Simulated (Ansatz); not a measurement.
Crystal: ZrS2.

```
CELL_PARAMETERS angstrom
3.69138 0.00000 0.00000
-1.84569 3.19683 0.00000
0.00000 0.00000 6.04108
ATOMIC_POSITIONS crystal
Zr 0.00000 0.00000 0.00000
S 0.33333 0.66667 0.23791
S 0.66667 0.33333 0.76209
```

The cell is a database's computed one.

A run of Ansatz 0.2.0 on this cell left the log below. Logs are shortened: lines on timing, memory, paths and dates and some standing lists are left out, and cuts for length are marked.

```text
Warning: RAYON_NUM_THREADS=2 ignored (pool sized by the plan → 2); use --threads N
Engine: ansatz 0.2.0, x86_64-unknown-linux-gnu
Pseudopotentials: kind: paw
Pseudopotential: Zr, paw, valence charge 12, recommended cutoff 420 eV (normal), Zr.paw.azcp
Pseudopotential: S, paw, valence charge 6, recommended cutoff 420 eV (normal), S.paw.azcp
Functional definition: PBE
  parameter kappa = 0.804
  parameter beta = 0.06672455060314922
  exchange = pbe_x(kappa = kappa, mu = beta*pi^2/3)
  correlation = pbe_c(beta = beta)
Crystal: 3 atoms, lattice volume = 71.289 Å³
Basis set: ecut = 420 eV, 1389 PW (Γ), exchange–correlation on 50×50×90 points (8 copies of the dense FFT grid, shifted against one another)
Bands: 16, of which v1, the nominal top of the filled ones, is band 12 counted from 1 (11 counted from 0)
Symmetry: 12 space group operations
Space group: P-3m1 (ITA 164), of the structure as read, at distance tolerance 4.1e-5 Å
k-points: 40 of 320
Non-local potential: Zr, projectors of the file, l = 0: 3, l = 1: 2, l = 2: 2, l = 3: 2
Non-local potential: S, projectors of the file, l = 0: 2, l = 1: 2, l = 2: 2
PAW form: soft (Blöchl's): semilocal exchange-correlation on the pseudo side does not see the compensation charge
PAW one-centre angular grid: Zr, 590 points (default); XC on 64 Gauss nodes
PAW one-centre angular grid: S, 110 points (default); XC on 64 Gauss nodes
Initial density: superposition of atomic densities (neutral atoms: chi_scale 0, normalization atom), corrected by the library's trained network
Initial wavefunctions: pseudopotential atomic-orbital guess
Functional: x = pbe(κ = 0.804, μ = 0.2195149727645171), c = pbe(β = 0.06672455060314922)
SCF iter   1: F=—  HF=-5992.636544 eV  |F-HF|=—  |Δ(HF+E_count)|=         —  Δρ=1.25e-3  dr2=1.71e-3  ethr=1.77e-3  ⟨swp⟩=6.0  Hψ=3608  notcnv=0
preconditioner: auto → Resta (q_TF=auto, 2.276 Å⁻¹)  ε∞=6.2  [insulator: Δε(μ)=1.048 eV  Ē_g=7.720 eV  σ=0.023 eV  W_gap=1.00  n_scr=22 (ndim 8)  ℏωp=17.6 eV  f_vac=0.029  D(μ)=0.00/eV (n_scr^D=0)  ε∞_Penn≈6.2]
SCF iter   2: F=—  HF=-5992.635870 eV  |F-HF|=—  |Δ(HF+E_count)|=   6.74e-4  Δρ=6.54e-4  dr2=3.45e-4  ethr=7.14e-6  ⟨swp⟩=2.1  Hψ=1377  notcnv=0
SCF iter   3: F=—  HF=-5992.636078 eV  |F-HF|=—  |Δ(HF+E_count)|=   2.08e-4  Δρ=1.70e-4  dr2=2.21e-5  ethr=1.44e-6  ⟨swp⟩=2.0  Hψ=884  notcnv=0
SCF iter   4: F=—  HF=-5992.636094 eV  |F-HF|=—  |Δ(HF+E_count)|=   1.63e-5  Δρ=5.61e-5  dr2=3.31e-6  ethr=9.21e-8  ⟨swp⟩=2.0  Hψ=850  notcnv=0
SCF iter   5: F=—  HF=-5992.636097 eV  |F-HF|=—  |Δ(HF+E_count)|=   2.95e-6  Δρ=1.28e-5  dr2=2.29e-7  ethr=1.38e-8  ⟨swp⟩=2.0  Hψ=932  notcnv=0
SCF iter   6: F=-5992.636097 eV  HF=-5992.636097 eV  |F-HF|=1.10e-8  |Δ(HF+E_count)|=   1.87e-7  Δρ=5.16e-6  dr2=4.17e-8  ethr=4.17e-10  ⟨swp⟩=5.4  Hψ=2364  notcnv=0
SCF 1 converged in 6 iterations: F = -5992.636097 eV  dr2 = 4.17e-8
  greatest PAW one-centre occupation: 0.995 electrons in one spin orbital (limit 2), on the Zr atom at site 0 (counted from 0), in its partial waves of l = 0
SCF converged after 6 iterations
Free energy (F): -5992.636097 eV
Harris-Foulkes:  -5992.636097 eV  (|F-HF|=1.10e-8)
Internal energy: -5992.636097 eV  (E = F + TS)
E sigma→0 (E₀):  -5992.636097 eV
Fermi energy:    6.959585 eV
--- Per-component energies (eV) ---
  E_band       = -178.973449
  E_kinetic    = 546.022460
  E_local      = -1385.225163  (includes V_loc(G=0)·N_el)
  E_nonlocal   = 134.534346
  E_hartree    = 490.742013
  E_xc         = -356.634914
  E_vxc        = -366.637097  (∫ρ·V_xc dr)
  E_paw        = -4153.791587  (= ΣΔE_a)
  E_vpaw       = -89.156731  (= ΣTr[D̂ρ^β])
  E_aug_tail   = 0.000027  (compensation charges beyond the density's cutoff)
  E_ewald      = -1268.283280
  E_smearing   = -0.000000  (= −TS)
  E_closure    = -0.000000  (closes the sum)
  Σ components = -5992.636097   (vs F -5992.636097, Δ=0.00e0)
--- Forces (eV/Å), atoms counted from 1 ---
  atom   1  Zr     0.00000000     0.00000000     0.00000000
  atom   2  S      0.00000000    -0.00000000     0.04448548
  atom   3  S      0.00000000     0.00000000    -0.04448548
  max |Σ_I F_I| component: 2.78e-17 eV/Å
--- Stress (GPa, compression-positive) ---
        0.130901      -0.000000       0.000000
        0.000000       0.130901       0.000000
        0.000000       0.000000       1.191279
  P = ⅓ Tr σ = 0.4844 GPa (4.844 kbar)
--- Band table (eV; the first three rows and the last of 40) ---
  k-point 0: bands = ["-42.5474", "-20.6050", "-20.4585", "-20.4585", "-6.1384", "-4.7425", "2.2344", "3.6625", "3.6625", "6.3427", "6.3427", "6.3847", "8.0216", "8.0216", "8.8655", "11.4339"]
  k-point 1: bands = ["-42.5474", "-20.6052", "-20.4585", "-20.4585", "-6.0830", "-4.8328", "2.4729", "3.6718", "3.6718", "5.8786", "6.3088", "6.3088", "8.0128", "8.0128", "9.0227", "11.5290"]
  k-point 2: bands = ["-42.5474", "-20.6054", "-20.4585", "-20.4585", "-5.9745", "-4.9957", "2.9959", "3.6871", "3.6871", "5.0357", "6.2548", "6.2548", "7.9984", "7.9984", "9.1657", "11.6910"]
  k-point 39: bands = ["-42.5282", "-20.6581", "-20.5904", "-20.5455", "-5.0063", "-4.8233", "2.7488", "3.0977", "3.7452", "4.3885", "4.6039", "5.0112", "8.5280", "9.4025", "9.5502", "11.5074"]
```

Problem. What input gives this log?

Solution. Single point with PBE, no spin polarisation. The files as run (others can give the same):

input.yaml
```yaml
crystal:
  lattice:
    - [3.6913825498, 0.0, 0.0]
    - [-1.8456912749, 3.1968310632, 0.0]
    - [0.0, 0.0, 6.04107701]
  atoms:
    - { symbol: Zr, position: [0.0, 0.0, 0.0] }
    - { symbol: S, position: [0.3333333333, 0.6666666667, 0.23790997] }
    - { symbol: S, position: [0.6666666667, 0.3333333333, 0.76209003] }
hamiltonian:
  xc: pbe
  pseudopotentials: { kind: paw }
kpoints:
  mp_grid: { grid: [8, 8, 5] }
scf:
  occupations: { method: gaussian, width: 0.023 }
output:
  forces: true
  stress: true
  eigenvalues: true
```

Potentials or basis: Ansatz PAW.
The run is started by
```sh
$ ansatz run input.yaml --threads 2 --pin off --max-ram 5632MiB --backend cpu --events-out ev --progress --plain --runs-dir out
```

Caveat: odd divisions of the mesh miss points on the zone boundary, where band edges often lie, so the gap on the mesh can be too wide; this functional lacks dispersion, which binds the layers, so the pressure and a relaxed spacing across them are unreliable.
